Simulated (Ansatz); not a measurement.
# Quasi-harmonic thermodynamics of AgCl (Chlorargyrite, Fm-3m)

Wanted: α(T), C_P(T) and B(T) of AgCl (Chlorargyrite) in the quasi-harmonic approximation.

What experiment has found for this phase:
- volume expansion coefficient 98.7 1e-6/K near room temperature (given in “Descriptors for thermal expansion in solids”, 2017, arXiv:1701.03966)
- heat capacity C_P per formula unit 53 J/mol/K near room temperature (given in “High-Throughput Prediction of Finite-Temperature Properties using the Quasi-Harmonic Approximation”, 2016, arXiv:1603.06924)

Main program and level: Ansatz 0.2.0; DFT LDA, scalar-relativistic, plane waves, PAW.

The database entry behind the starting cell differs from later determinations by our own check (an axis about 1.4 % short against later determinations), so it need not match the best structure at ambient conditions.

### 1. The starting structure

Symmetry: Fm-3m, No. 225, cubic system. Conventional cell: a = 5.470 Å, b = 5.470 Å, c = 5.470 Å, α = 90.00°, β = 90.00°, γ = 90.00°. Ag has 6 Cl at 2.73 Å nearest. Nearest to Cl lie 6 Ag at 2.73 Å. Farther neighbours and most contacts between anions are not listed.

Coordinates:

```cif
data_structure
_symmetry_space_group_name_H-M 'P 1'
_symmetry_Int_Tables_number 1
_cell_length_a 3.8679
_cell_length_b 3.8679
_cell_length_c 3.8679
_cell_angle_alpha 60.000
_cell_angle_beta 60.000
_cell_angle_gamma 60.000
_cell_volume 40.92
loop_
_atom_site_label
_atom_site_type_symbol
_atom_site_fract_x
_atom_site_fract_y
_atom_site_fract_z
_atom_site_occupancy
Ag1 Ag 0.00000 0.00000 0.00000 1
Cl2 Cl 0.50000 0.50000 0.50000 1
```

### 2. Probe on a coarse mesh

Before spending time, one coarse run tells the gap and the pressure of the starting cell.

File input.yaml:

```yaml
crystal:
  lattice:
    - [0.0, 2.735, 2.735]
    - [2.735, 0.0, 2.735]
    - [2.735, 2.735, 0.0]
  atoms:
    - { symbol: Ag, position: [0.0, 0.0, 0.0] }
    - { symbol: Cl, position: [0.5, 0.5, 0.5] }
kpoints:
  mp_grid: { grid: [6, 6, 6] }
hamiltonian:
  xc: lda
scf:
  occupations: { method: gaussian, width: 0.1 }
output:
  forces: true
  stress: true
  eigenvalues: true
```

The run is started by

```console
> ansatz run input.yaml --threads 4 --pin off --max-ram 16384MiB --backend cpu --events-out ev --progress --plain --runs-dir out
```

Numbers of over 12 decimals in the logs are rounded to 6 here.

Log:

```text
Engine: ansatz 0.2.0, aarch64-unknown-linux-gnu
Pseudopotentials: kind: paw
Pseudopotential: Ag, paw, valence charge 19, recommended cutoff 420 eV (normal), Ag.paw.azcp
Pseudopotential: Cl, paw, valence charge 7, recommended cutoff 420 eV (normal), Cl.paw.azcp
Functional definition: SPW92
  exchange = slater_x
  correlation = pw_c
Crystal: 2 atoms, lattice volume = 40.917 Å³
Basis set: ecut = 420 eV, 821 PW (Γ)
Bands: 17, of which v1, the nominal top of the filled ones, is band 13 counted from 1 (12 counted from 0)
Symmetry: 48 space group operations
Space group: Fm-3m (ITA 225), of the structure as read, at distance tolerance 3.4e-5 Å
k-points: 16 of 216
Non-local potential: Ag, projectors of the file, l = 0: 3, l = 1: 2, l = 2: 2, l = 3: 1
Non-local potential: Cl, projectors of the file, l = 0: 2, l = 1: 2, l = 2: 2
PAW form: soft (Blöchl's): semilocal exchange-correlation on the pseudo side does not see the compensation charge
PAW frozen core: Ag, regenerated for the run's functional, and the local potential with it (the file was generated under x = pbe(κ = 0.804, μ = 0.219515), c = pbe(β = 0.066725))
PAW frozen core: Cl, regenerated for the run's functional, and the local potential with it (the file was generated under x = pbe(κ = 0.804, μ = 0.219515), c = pbe(β = 0.066725))
PAW one-centre angular grid: Ag, 590 points (default); XC on 64 Gauss nodes
PAW one-centre angular grid: Cl, 110 points (default); XC on 64 Gauss nodes
Initial density: superposition of atomic densities (neutral atoms: chi_scale 0, normalization atom), corrected by the library's trained network
Initial wavefunctions: pseudopotential atomic-orbital guess
Functional: x = slater, c = lda
SCF iter   1: F=—  HF=-8502.911677 eV  |F-HF|=—  |Δ(HF+E_count)|=         —  Δρ=1.18e-2  dr2=5.14e-2  ethr=1.77e-3  ⟨swp⟩=5.4  Hψ=1271  notcnv=0
preconditioner: auto → none  [insulator: Δε(μ)=0.466 eV  Ē_g=10.838 eV  σ=0.100 eV  W_gap=1.00  n_scr=14 (ndim 8)  ℏωp=24.6 eV  f_vac=0.026  D(μ)=0.00/eV (n_scr^D=0)  ε∞_Penn≈6.2]
SCF iter   2: F=—  HF=-8502.896740 eV  |F-HF|=—  |Δ(HF+E_count)|=   1.49e-2  Δρ=4.76e-3  dr2=4.65e-3  ethr=1.98e-4  ⟨swp⟩=2.2  Hψ=584  notcnv=0
SCF iter   3: F=—  HF=-8502.895308 eV  |F-HF|=—  |Δ(HF+E_count)|=   1.43e-3  Δρ=2.00e-3  dr2=8.27e-4  ethr=1.79e-5  ⟨swp⟩=2.2  Hψ=455  notcnv=0
SCF iter   4: F=—  HF=-8502.895089 eV  |F-HF|=—  |Δ(HF+E_count)|=   2.19e-4  Δρ=7.55e-4  dr2=1.55e-4  ethr=3.18e-6  ⟨swp⟩=2.0  Hψ=367  notcnv=0
SCF iter   5: F=—  HF=-8502.895039 eV  |F-HF|=—  |Δ(HF+E_count)|=   5.02e-5  Δρ=9.26e-5  dr2=2.08e-6  ethr=5.96e-7  ⟨swp⟩=2.1  Hψ=383  notcnv=0
SCF iter   6: F=—  HF=-8502.895048 eV  |F-HF|=—  |Δ(HF+E_count)|=   8.68e-6  Δρ=8.48e-6  dr2=1.89e-8  ethr=3.85e-10  ⟨swp⟩=3.6  Hψ=1209  notcnv=0
SCF iter   7: F=-8502.895048 eV  HF=-8502.895048 eV  |F-HF|=2.18e-11  |Δ(HF+E_count)|=   3.98e-9  Δρ=4.74e-7  dr2=5.60e-11  ethr=7.27e-11  ⟨swp⟩=2.0  Hψ=879  notcnv=0
SCF 1 converged in 7 iterations: F = -8502.895048 eV  dr2 = 5.60e-11
  greatest PAW one-centre occupation: 1.002 electrons in one spin orbital (limit 2), on the Ag atom at site 0 (counted from 0), in its partial waves of l = 0
SCF converged after 7 iterations
Free energy (F): -8502.895048 eV
Harris-Foulkes:  -8502.895048 eV  (|F-HF|=2.18e-11)
Internal energy: -8502.895048 eV  (E = F + TS)
E sigma→0 (E₀):  -8502.895048 eV
Entropy (-TS):   -0.000000 eV (-0.000 meV/atom)
Fermi energy:    8.837746 eV
--- Per-component energies (eV) ---
  E_band       = -352.431072
  E_kinetic    = 688.822298
  E_local      = -3150.351805  (includes V_loc(G=0)·N_el)
  E_nonlocal   = 120.717661
  E_hartree    = 1378.964806
  E_xc         = -287.355724
  E_vxc        = -353.135948  (∫ρ·V_xc dr)
  E_paw        = -4398.815510  (= ΣΔE_a)
  E_vpaw       = -416.413293  (= ΣTr[D̂ρ^β])
  E_aug_tail   = 0.000371  (compensation charges beyond the density's cutoff)
  E_ewald      = -2855.792444
  E_core_change = 0.915299  (= ΣΔE_core)
  E_smearing   = -0.000000  (= −TS)
  E_closure    = -0.000000  (closes the sum)
  Σ components = -8502.895048   (vs F -8502.895048, Δ=0.00e0)
--- Forces (eV/Å), atoms counted from 1 ---
  atom   1  Ag    -0.00000000     0.00000000    -0.00000000
  atom   2  Cl     0.00000000    -0.00000000     0.00000000
  max |Σ_I F_I| component: 3.62e-30 eV/Å
--- Stress (GPa, compression-positive) ---
       -3.758366      -0.000000      -0.000000
       -0.000000      -3.758366      -0.000000
        0.000000       0.000000      -3.758366
  P = ⅓ Tr σ = -3.7584 GPa (-37.584 kbar)
--- Band table (eV; the first three rows and the last of 16) ---
  k-point 0: bands = [... 9 lower, 5.8619, 6.0388, 6.0388, 6.0388, 9.1273, 19.0599, 19.0599, 19.0599]
  k-point 1: bands = [... 9 lower, 5.9245, 6.1977, 7.0980, 7.0980, 10.3490, 17.1051, 18.3581, 18.3581]
  k-point 2: bands = [... 9 lower, 6.1327, 6.4342, 8.0903, 8.0903, 11.9705, 15.3474, 16.5718, 16.5718]
  k-point 15: bands = [... 9 lower, 6.3744, 6.3779, 6.4028, 7.0401, 11.8373, 16.0541, 16.5017, 17.2476]
```

Elapsed: 0.82 s, on 4 threads of Arm Neoverse V2, shared host; peak memory 0.27 GiB; 1.4 s of CPU time.

This step gave:

| Quantity | Value |
| --- | --- |
| pressure | -3.758 GPa |
| volume per atom | 20.46 Å³ |
| gap on the k-mesh | 0.6120 eV |

The start is under -3.8 GPa at this level and looks like an insulator or semiconductor on this mesh.

### 3. Finding the static equilibrium

The vibrations must be taken about the equilibrium of this functional, not about the starting cell, so the structure is relaxed.

input.yaml, the sections that differ from step 2:

```yaml
kpoints:
  mp_grid: { grid: [8, 8, 8] }
scf:
  occupations: { method: gaussian, width: 0.02 }
output:
  forces: true
  stress: true
  eigenvalues: true
  write_density: true
  write_potential: true
  elf: true
  volumetric_format: npy
relax:
  adjacent_minimum: "off"
  f_tol: 0.005
  max_steps: 80
  cell: { stress_tol: 0.05 }
# crystal, hamiltonian: as in step 2
```

Log:

```text
[...]
Crystal: 2 atoms, lattice volume = 40.917 Å³
Basis set: ecut = 420 eV, 821 PW (Γ)
Bands: 17, of which v1, the nominal top of the filled ones, is band 13 counted from 1 (12 counted from 0)
Symmetry: 48 space group operations
[...]
k-points: 29 of 512
[...]
SCF iter   1: F=—  HF=-8502.912590 eV  |F-HF|=—  |Δ(HF+E_count)|=         —  Δρ=1.18e-2  dr2=5.18e-2  ethr=1.77e-3  ⟨swp⟩=5.4  Hψ=2396  notcnv=0
[...]
SCF iter   7: F=-8502.895860 eV  HF=-8502.895860 eV  |F-HF|=2.36e-11  |Δ(HF+E_count)|=   4.46e-9  Δρ=4.94e-7  dr2=5.92e-11  ethr=7.94e-11  ⟨swp⟩=5.4  Hψ=2677  notcnv=0
SCF 1 converged in 7 iterations: F = -8502.895860 eV  dr2 = 5.92e-11
[...]
relax step   1: F+E_penalty+E_count = -8502.89586041 eV  Δ(F+E_penalty+E_count) = +0.000e0 eV  max|allowed force component| = 2.209e-29 eV/Å  Δτ_max = 0.0000 Å  P = -3.772 GPa  Ω = 40.917 Å³  (7 SCF iters, dr2 threshold 1.00e-7 eV, accepted)
Crystal: 2 atoms, lattice volume = 37.961 Å³
Basis set: ecut = 420 eV, 725 PW (Γ)
[...]
iter 1 solved again at ethr=5.02e-6 eV; its pass at ethr=3.10e-3 eV (dr2=1.31e-3 eV) is discarded
[...]
SCF iter   6: F=-8502.927215 eV  HF=-8502.927215 eV  |F-HF|=1.12e-9  |Δ(HF+E_count)|=   7.96e-8  Δρ=4.56e-6  dr2=5.28e-9  ethr=7.69e-10  ⟨swp⟩=8.2  Hψ=2864  notcnv=0
SCF 2 converged in 6 iterations: F = -8502.927215 eV  dr2 = 5.28e-9
relax step   2: F+E_penalty+E_count = -8502.92721525 eV  Δ(F+E_penalty+E_count) = -3.135e-2 eV  max|allowed force component| = 2.334e-30 eV/Å  Δτ_max = 0.0000 Å  P = +0.764 GPa  Ω = 37.961 Å³  energy of the carried Pulay correction = +2.689e-4 eV  (6 SCF iters, dr2 threshold 2.00e-7 eV, accepted)
Crystal: 2 atoms, lattice volume = 38.429 Å³
Basis set: ecut = 420 eV, 749 PW (Γ)
[...]
SCF iter   4: F=-8502.928116 eV  HF=-8502.928116 eV  |F-HF|=2.58e-9  |Δ(HF+E_count)|=   4.12e-7  Δρ=7.13e-6  dr2=9.42e-9  ethr=7.69e-10  ⟨swp⟩=6.9  Hψ=3153  notcnv=0
SCF 3 converged in 4 iterations: F = -8502.928116 eV  dr2 = 9.42e-9
relax step   3: F+E_penalty+E_count = -8502.92811588 eV  Δ(F+E_penalty+E_count) = -9.006e-4 eV  max|allowed force component| = 6.968e-30 eV/Å  Δτ_max = 0.0000 Å  P = -0.106 GPa  Ω = 38.429 Å³  energy of the carried Pulay correction = +2.250e-4 eV  (4 SCF iters, dr2 threshold 2.00e-7 eV, accepted)
[...]
relax step   4: F+E_penalty+E_count = -8502.92814093 eV  Δ(F+E_penalty+E_count) = -2.504e-5 eV  max|allowed force component| = 3.944e-30 eV/Å  Δτ_max = 0.0000 Å  P = -0.002 GPa  Ω = 38.371 Å³  energy of the carried Pulay correction = +2.304e-4 eV  (3 SCF iters, dr2 threshold 2.83e-8 eV, accepted)
[...]
SCF iter   6: F=-8502.927860 eV  HF=-8502.927860 eV  |F-HF|=0.00e0  |Δ(HF+E_count)|=  3.64e-12  Δρ=3.09e-8  dr2=1.04e-13  ethr=1.00e-12  ⟨swp⟩=5.0  Hψ=1955  notcnv=0
SCF 5 converged in 6 iterations: F = -8502.927860 eV  dr2 = 1.04e-13
relax step   5: F+E_penalty+E_count = -8502.92785996 eV  Δ(F+E_penalty+E_count) = +2.810e-4 eV  max|allowed force component| = 2.071e-30 eV/Å  Δτ_max = 0.0000 Å  P = +0.003 GPa  Ω = 38.371 Å³  stress off target by 2.51e-3 GPa  SCF on the basis re-selected at this cell (its energy is not comparable with the rows above)  (6 SCF iters)
basis re-selected at this cell: Δ(F+E_penalty+E_count) = +2.810e-4 eV, ΔP = +0.005 GPa vs the last step (what re-selecting the basis moved, of the pressure what is left beyond the Pulay correction that the steps carried, after the strain that the cell walked since its last selection, with what the two solves' SCF thresholds leave and, on support functions, any second-order correction that the steps lacked; it is no m [...]
SCF converged after 6 iterations
Free energy (F): -8502.927860 eV
[...]
Internal energy: -8502.927860 eV  (E = F + TS)
E sigma→0 (E₀):  -8502.927860 eV
Fermi energy:    10.009939 eV
[...]
--- Stress (GPa, compression-positive) ---
        0.002507      -0.000000      -0.000000
       -0.000000       0.002507      -0.000000
       -0.000000      -0.000000       0.002507
  P = ⅓ Tr σ = 0.0025 GPa (0.025 kbar)
--- Band table (eV; the first three rows and the last of 29) ---
  k-point 0: bands = [... 9 lower, 6.7387, 6.9417, 6.9417, 6.9417, 10.3226, 20.2021, 20.2021, 20.2021]
  k-point 1: bands = [... 9 lower, 6.7643, 7.0743, 7.7911, 7.7911, 11.1310, 18.8146, 19.9095, 19.9095]
  k-point 2: bands = [... 9 lower, 6.9319, 7.2501, 8.7041, 8.7041, 12.5233, 17.2198, 18.5602, 18.5602]
  k-point 28: bands = [... 9 lower, 7.2824, 7.3411, 7.3763, 8.1651, 13.8171, 17.3519, 17.3519, 17.4719]
--- Relaxed structure (4 steps of the walk, 4 accepted, 1 SCFs on fresh bases) ---
  F+E_penalty+E_count = -8502.92785996 eV   max|allowed force component| = 2.071e-30 eV/Å   (the final SCF, on the basis selected at the relaxed cell)
  cell:  # Å, volume = 38.3714 Å³
    - [0, 2.677068, 2.677068]
    - [2.677068, 0, 2.677068]
    - [2.677068, 2.677068, 0]
  atoms:
    - { symbol: Ag, position: [0, 0, 0] }
    - { symbol: Cl, position: [0.5, 0.5, 0.5] }
```

The job ended after 1.8 s (4 threads; peak memory 0.32 GiB).

Step by step:

| step | energy less that of the first step (eV) | largest force component (eV/Å) | pressure (GPa) | volume (Å³) |
| --- | --- | --- | --- | --- |
| 1 | 0.0000 | 0.0000 | -3.77 | 40.92 |
| 2 | -0.0314 | 0.0000 | 0.76 | 37.96 |
| 3 | -0.0323 | 0.0000 | -0.11 | 38.43 |
| 4 | -0.0323 | 0.0000 | 0.00 | 38.37 |
| 5* | -0.0320 | 0.0000 | 0.00 | 38.37 |

Relaxation steps marked * repeat the geometry before them on a plane-wave basis chosen anew for their cell, so energy and pressure can jump there.

Forces are held to the 48 operations that the run works with; a distortion that breaks them can't arise in this run.

| conventional cell, symmetrised | before | after | change |
| --- | --- | --- | --- |
| a (Å) | 5.470 | 5.354 | -2.1 % |
| b (Å) | 5.470 | 5.354 | -2.1 % |
| c (Å) | 5.470 | 5.354 | -2.1 % |
| volume (Å³/atom) | 20.46 | 19.19 | -6.2 % |

Final coordinates:

```xyz
2
Lattice="0.0000 2.6771 2.6771 2.6771 0.0000 2.6771 2.6771 2.6771 0.0000" Properties=species:S:1:pos:R:3 pbc="T T T"
Ag    0.0000    0.0000    0.0000
Cl    2.6771    2.6771    2.6771
```

This step gave:

* pressure: 0.002507 GPa
* gap on the k-mesh: 0.6267 eV
* volume per atom: 19.19 Å³

Electrostatic potential energy in the ac plane of the conventional cell at fractional y = 0.000, with atoms of Ag and Cl within 0.2 Å of it. With pseudopotentials it is smooth inside the atoms' cores, unlike the true potential.

Values in eV, 15 rows by 15 columns, each cell a mean:
```
-31 -23  -7   8  10  -4 -33 -42 -40 -18   6  10   1 -17 -28
-19 -12   2  11  12   6 -11 -24 -19   0  11  12   8  -6 -17
  0   5  10  13  13  12   8   5   6  10  13  13  12   8   1
 10  11  13  14  14  13  11  10  11  12  13  14  13  12  10
  5   9  12  13  13  10   5   0   2   8  12  13  13  11   6
-23  -9   7  12  11   2 -12 -18 -16  -5   8  12  10   0 -18
-42 -32  -3  10   8  -8 -23 -31 -28 -16   2  11   6 -19 -40
-43 -36  -7   9   7 -10 -26 -34 -31 -18   0  10   5 -24 -42
-37 -23   2  11   9  -4 -19 -26 -23 -12   5  11   8 -11 -33
 -7   2  10  13  12   7  -4 -10  -8   2  10  13  12   6  -4
  9  11  13  14  13  12   9   7   8  11  13  14  13  12  10
  7  10  12  13  14  13  11   9  10  12  13  14  13  11   8
 -9  -3   7  12  13  10   2  -7  -3   7  12  13  10   2  -7
-25 -18  -3  10  11   2 -23 -36 -32  -9   9  11   5 -12 -23
-34 -25  -9   7   9  -7 -37 -43 -42 -23   5  10   0 -19 -31
```
Columns run along a (5.4 Å; values clipped at the 3rd and 97th percentile), rows up along c (5.4 Å), edges of the conventional cell, whose origin can differ from the input's. Atoms in or near the plane, at fractional coordinates: Ag at (0.00, 0.00), Ag at (0.50, 0.50), Cl at (0.50, 0.00), Cl at (0.00, 0.50).

Valence density in the ac plane of the conventional cell at fractional y = 0.000, with atoms of Ag and Cl within 0.2 Å of it. It is the smooth field of the valence electrons, not physical close to the nuclei.

Ten steps, logarithmic in the rise over the least value, from '_' (0 e/Å³) to '@' (19 e/Å³), each cell a mean:
```
@@%%==....--==--====::..--**@@
##++--....::======--..__..==**
--::..____..::--::..______..--
....________......__________..
::::..____..::----..______..::
====::....--++##**==..__..--==
--==--....++%%@@@@**--..::====
::==--::::++%%@@@@##--..--==--
====--....==##%%%%++::..::====
----..____::==++++--..__..::--
::..________..::....______....
::..________..::....______....
++==..____..------::..__..--==
%%##==....--========::..::++%%
@@%%++::::--==::--==::..--##@@
```
Columns run along a (5.4 Å), rows up along c (5.4 Å), edges of the conventional cell, whose origin can differ from the input's. Atoms in or near the plane, at fractional coordinates: Ag at (0.00, 0.00), Ag at (0.50, 0.50), Cl at (0.50, 0.00), Cl at (0.00, 0.50).

ELF in the ac plane of the conventional cell at fractional y = 0.000, with atoms of Ag and Cl within 0.2 Å of it. It is the smooth field of the valence electrons, not physical close to the nuclei.

Ten even steps from '0' (0.06) to '9' (0.84), each cell a mean:
```
863149968972257
642038999961135
210014787620012
211001122100012
774100122100267
998302455311699
699414687522798
489414798522896
899413676411799
997201344201489
542000111000134
110002444310001
431027999841023
753149989971146
974159846972268
```
Columns run along a (5.4 Å), rows up along c (5.4 Å), edges of the conventional cell, whose origin can differ from the input's. Atoms in or near the plane, at fractional coordinates: Ag at (0.00, 0.00), Ag at (0.50, 0.50), Cl at (0.50, 0.00), Cl at (0.00, 0.50).

The relaxation ends with a pressure of 0.00 GPa.

### 4. Relaxing to small residual forces and stress

The relaxation is repeated with tighter thresholds on force and stress, since phonons are sensitive to what is left; a change of mesh or smearing in the input moves the cell too.

File input.yaml:

```yaml
crystal:
  lattice:
    - [0.0, 2.6770675507, 2.6770675507]
    - [2.6770675507, 0.0, 2.6770675507]
    - [2.6770675507, 2.6770675507, 0.0]
  atoms:
    - { symbol: Ag, position: [0.0, 0.0, 0.0] }
    - { symbol: Cl, position: [0.5, 0.5, 0.5] }
kpoints:
  mp_grid: { grid: [8, 8, 8] }
hamiltonian:
  xc: lda
scf:
  occupations: { method: fixed }
output:
  forces: true
  stress: true
  eigenvalues: true
relax:
  adjacent_minimum: "off"
  f_tol: 0.001
  max_steps: 60
  cell: { stress_tol: 0.01 }
```

Log:

```text
[...]
Crystal: 2 atoms, lattice volume = 38.371 Å³
Basis set: ecut = 420 eV, 749 PW (Γ)
Bands: 17, of which v1, the nominal top of the filled ones, is band 13 counted from 1 (12 counted from 0)
Symmetry: 48 space group operations
[...]
k-points: 29 of 512
[...]
k-point 28: bands = [... 9 lower, 7.2824, 7.3411, 7.3763, 8.1651, 13.8171, 17.3519, 17.3519, 17.4719]
--- Relaxed structure (1 steps of the walk, 1 accepted, 1 SCFs on fresh bases) ---
[...]
cell:  # Å, volume = 38.3714 Å³
    - [0.0, 2.6770675507, 2.6770675507]
    - [2.6770675507, 0.0, 2.6770675507]
    - [2.6770675507, 2.6770675507, 0.0]
  atoms:
    - { symbol: Ag, position: [0.0, 0.0, 0.0] }
    - { symbol: Cl, position: [0.5, 0.5, 0.5] }
[key lines of the parts left out:]
SCF converged after 5 iterations
Free energy (F): -8502.927860 eV
Fermi energy:    9.695937 eV
P = ⅓ Tr σ = 0.0025 GPa (0.025 kbar)
```

The job ended after 0.8 s (4 threads; peak memory 0.29 GiB; 2.5 s of CPU time).

Little changed from the start: no atom moved by 0.005 Å and no cell edge by 0.1 %.

Numbers from this step:

* pressure: 0.002508 GPa

The residual pressure is 0.0025 GPa, small enough for phonons.

### 5. Relaxing at another setting

The functional, the potentials or the cutoff change, so the crystal is relaxed again at the new setting.

Changes to input.yaml since step 4:

```diff
@@ -18,2 +18,4 @@
   eigenvalues: true
+basis:
+  ecutwfc: 550.0
 relax:
```

A higher cutoff as a rule lowers the total energy; the question is whether the property still moves.

Log:

```text
[...]
Crystal: 2 atoms, lattice volume = 38.371 Å³
Basis set: ecut = 550 eV, 1139 PW (Γ)
Bands: 17, of which v1, the nominal top of the filled ones, is band 13 counted from 1 (12 counted from 0)
Symmetry: 48 space group operations
[...]
k-points: 29 of 512
[...]
k-point 28: bands = [... 9 lower, 7.2816, 7.3403, 7.3754, 8.1644, 13.8169, 17.3515, 17.3515, 17.4717]
--- Relaxed structure (1 steps of the walk, 1 accepted, 1 SCFs on fresh bases) ---
[...]
cell:  # Å, volume = 38.3714 Å³
    - [0.0, 2.6770675507, 2.6770675507]
    - [2.6770675507, 0.0, 2.6770675507]
    - [2.6770675507, 2.6770675507, 0.0]
  atoms:
    - { symbol: Ag, position: [0.0, 0.0, 0.0] }
    - { symbol: Cl, position: [0.5, 0.5, 0.5] }
[key lines of the parts left out:]
SCF converged after 4 iterations
Free energy (F): -8502.929134 eV
Fermi energy:    9.695234 eV
P = ⅓ Tr σ = 0.0022 GPa (0.022 kbar)
```

Elapsed: 0.93 s, on 4 threads; peak memory 0.32 GiB.

Little changed from the start: no atom moved by 0.005 Å and no cell edge by 0.1 %.

This step gave:

* pressure: 0.002219 GPa
* gap on the k-mesh: 0.6273 eV

The residual pressure is 0.0022 GPa, small enough for phonons.

(Part 1 of 3 ends here.)

[Logs are printed without paths, hosts, clocks, repeated set-up lines and the standing remarks that a program may print on its own settings, such as how far it seeks lower states.]

[Hosts, paths, dates, database ids (printed as entryN), source tags and the programs' standing remarks are cut or masked in the printed files.]

[A step with changed settings may run another functional than the one named; its input shows which.]

[Pressures of single members of a volume series are the stress at the run's cutoff; with an incomplete basis they can lie off −dE/dV of the same runs, and they are not shown converged.]
